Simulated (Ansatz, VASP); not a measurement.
This is a calculation of Al2Cu for VASP 6.6.1.

Contents of INCAR:

```
SYSTEM = Al2Cu
PREC = Accurate ; ENCUT = 520
EDIFF = 1E-7 ; ISMEAR = -1
SIGMA = 0.05 ; LREAL = .FALSE.
LASPH = .TRUE. ; NELM = 80
ALGO = Normal ; ISIF = 2
LWAVE = .FALSE. ; LCHARG = .FALSE.
GGA = PS ; NBANDS = 16
```

Contents of KPOINTS:

```
regular mesh
0
G
  7 7 9
  0 0 0
```

Contents of POSCAR:

```
Al2Cu
1.0
    4.0496997663      0.0000000000      0.0000000000
    0.0000000000      4.0496997663      0.0000000000
    0.0000000000      0.0000000000      2.8522364125
Cu Al
1 2
Direct
    0.0000000000      0.0000000000      0.0000000000
    0.0000000000      0.5000000000      0.5000000000
    0.5000000000      0.0000000000      0.5000000000
```

Potentials or basis: VASP PAW PBE potentials, release 64 (Cu, Al).

Command:

```sh
$ cat potpaw_PBE.64/Cu/POTCAR potpaw_PBE.64/Al/POTCAR > POTCAR
$ mpirun -np 1 vasp_std > vasp.out
```

**Question.** Set up the same calculation for Ansatz 0.2.0. Potentials there: Ansatz PAW.

**Answer.** As run (the cutoff follows the program's own potentials):

The input input.yaml:

```yaml
crystal:
  lattice:
    - [4.0496997663, 0.0, 0.0]
    - [0.0, 4.0496997663, 0.0]
    - [0.0, 0.0, 2.8522364125]
  atoms:
    - { symbol: Cu, position: [0.0, 0.0, 0.0] }
    - { symbol: Al, position: [0.0, 0.5, 0.5] }
    - { symbol: Al, position: [0.5, 0.0, 0.5] }
hamiltonian:
  xc: pbesol
  pseudopotentials: { kind: paw }
kpoints:
  mp_grid: { grid: [7, 7, 9] }
scf:
  occupations: { method: fermi_dirac, width: 0.05 }
output:
  forces: true
  stress: true
  eigenvalues: true
```

Potentials or basis: Ansatz PAW.

Launch:

```sh
$ ansatz run input.yaml --threads 1 --pin off --max-ram 3584MiB --backend cpu --events-out ev --progress --plain --runs-dir out
```

Both were run:

|  | VASP | Ansatz | Ansatz less VASP |
| --- | --- | --- | --- |
| gap on the k mesh at the Fermi level (eV) | none | none | - |
| pressure (GPa) | 1.8 | 1.6 | -0.18 |
| largest component of the traceless stress (GPa) | 0.87 | 0.89 | +0.020 |

A gap of «none» marks a metal or a gap that the smearing closes. The functional is the same, so the differences come from potentials, cutoffs and numerics. The two sets of potentials don't hold the same shells in valence.

Caveats: the PAW data sets were made with another functional, which shifts forces and pressure a little (VASP); the PAW data sets come from PBE, with cores solved anew for the run's functional, which leaves a small shift of forces and pressure (Ansatz).
